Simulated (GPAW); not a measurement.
SnTe:

```
CELL_PARAMETERS angstrom
0.00000 3.15085 3.15085
3.15085 0.00000 3.15085
3.15085 3.15085 0.00000
ATOMIC_POSITIONS crystal
Te 0.50000 0.50000 0.50000
Sn 0.00000 0.00000 0.00000
```

```yaml
Program: GPAW 26.7.0
Task: relaxation of cell and atoms
Functional: PBEsol
Dispersion: D3
Potentials_or_basis: PAW data sets generated in the run's folder for this functional
Cutoff: 600 eV
Basis: pw
k_mesh: 7 × 7 × 7
Occupations: fermi-dirac, width 0.05 eV
Spin: no spin polarisation
```

At the start: pressure -1.5 GPa; volume 31.28 Å³/atom.

**Question.** Where does the relaxation end?

**Answer.** Over 3 steps the energy falls by 4.9 meV/atom and the volume is 30.24 Å³/atom (-3.3 %); space group Fm-3m (No. 225, to 0.05 Å).

The path:
| step | energy change (eV) | largest force (eV/Å) | pressure (GPa) | volume (Å³) |
| --- | --- | --- | --- | --- |
| 1 | 0.0000 | 0.0000 | -1.53 | 62.56 |
| 2 | -0.0034 | 0.0000 | -1.25 | 62.16 |
| 3 | -0.0098 | 0.0000 | 0.06 | 60.48 |

Final structure:
```
CELL_PARAMETERS angstrom
0.00000 3.11544 3.11544
3.11544 0.00000 3.11544
3.11544 3.11544 0.00000
ATOMIC_POSITIONS crystal
Te 0.50000 0.50000 0.50000
Sn 0.00000 0.00000 0.00000
```

Caveat: later steps reuse the first step's grids.
